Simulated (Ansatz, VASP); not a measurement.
## Os in VASP and in Ansatz

```
CELL_PARAMETERS angstrom
0.00000 1.93849 1.93849
1.93849 0.00000 1.93849
1.93849 1.93849 0.00000
ATOMIC_POSITIONS crystal
Os 0.00000 0.00000 0.00000
```

Change from the starting cell: volume scaled by 0.99.

Alike in both runs: task single point; functional PBE; k mesh 14 × 14 × 14; occupations fermi-dirac, width 0.05 eV; no spin polarisation.

|  | VASP | Ansatz |
| --- | --- | --- |
| version | VASP 6.6.1 | Ansatz 0.2.0 |
| potentials or method | VASP PAW PBE potentials, release 64 (Os), cutoff 520 eV | all-electron LAPW, scalar-relativistic |

Ansatz gave:

```
pressure (GPa) : -5.9
```

Task: Which values does VASP return?

Result: Pressure (GPa): -6.1.

Ansatz ran all-electron here, so the differences hold the error of VASP's frozen core and of both bases.

Spin-orbit coupling is left out, which matters for the levels of Os.
